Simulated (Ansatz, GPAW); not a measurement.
Given: the input of a run of GPAW 26.7.0 (ASE script) on Nb. 

The input run.py:

```python
from ase.dft.bandgap import bandgap
from ase.io import read, write
from ase.units import Bohr, GPa
from gpaw import GPAW, PW
from gpaw.elf import elf_from_dft_calculation

atoms = read('Nb.xyz')

calc = GPAW(mode=PW(600),
            xc='PBE',
            kpts={'size': (11, 11, 11), 'gamma': True},
            occupations={'name': 'methfessel-paxton', 'order': 0, 'width': 0.024},
            nbands=15,
            convergence={'density': 1e-05, 'energy': 1e-05},
            maxiter=150,
            txt='gpaw.txt')
atoms.calc = calc
energy = atoms.get_potential_energy()
forces = atoms.get_forces()
stress = atoms.get_stress()
calc.write('gs.gpw')
write('result.traj', atoms)
print(f'Energy: {energy:.6f} eV')
print('Forces (eV/A):')
print(forces.round(4))
print('Stress (GPa):', (stress / GPa).round(3))
print('Fermi level:', round(calc.get_fermi_level(), 4), 'eV')
print(f'Gap: {bandgap(calc)[0]:.4f} eV, direct: {bandgap(calc, direct=True)[0]:.4f} eV')

# fields on the real-space grid
write('density.cube', atoms, data=calc.get_pseudo_density() * Bohr**3)
write('potential.cube', atoms, data=calc.get_electrostatic_potential())
write('elf.cube', atoms, data=elf_from_dft_calculation(calc).data)
```

The input Nb.xyz:

```xyz
1
Lattice="-1.6639500000 1.6639500000 1.6639500000 1.6639500000 -1.6639500000 1.6639500000 1.6639500000 1.6639500000 -1.6639500000" Properties=species:S:1:pos:R:3 pbc="T T T"
Nb     0.0000000000      0.0000000000      0.0000000000
```

Potentials or basis: GPAW PAW data sets (gpaw-data 1.2.1), pw.

Command:

```sh
$ OMP_NUM_THREADS=1 python run.py
```

Task: What does the same run look like in Ansatz 0.2.0? Potentials or basis there: all-electron LAPW, scalar-relativistic.

Result: As run (cutoffs and basis follow the program's own potentials, and thresholds, step limits or extra output files can differ):

File input.yaml:

```yaml
crystal:
  lattice:
    - [-1.66395, 1.66395, 1.66395]
    - [1.66395, -1.66395, 1.66395]
    - [1.66395, 1.66395, -1.66395]
  atoms:
    - { symbol: Nb, position: [0.0, 0.0, 0.0] }
kpoints:
  mp_grid: { grid: [11, 11, 11] }
scf:
  occupations: { method: gaussian, width: 0.024 }
hamiltonian:
  xc: pbe
  pseudopotentials: { kind: all_electron, lapw: { basis_error: 0.001 } }
output:
  forces: true
  stress: true
  eigenvalues: true
```

Potentials or basis: all-electron LAPW, scalar-relativistic.

Run with:

```sh
$ ansatz run input.yaml --threads 1 --pin off --max-ram 3072MiB --backend cpu --events-out ev --progress --plain --runs-dir out
```

Both were run:

|  | GPAW | Ansatz |
| --- | --- | --- |
| Pressure | -2.5 GPa | -1.7 GPa |

Where Ansatz's input types no cutoff or centring, it takes its own default and a Γ-centred mesh.

Pressure is positive in compression.
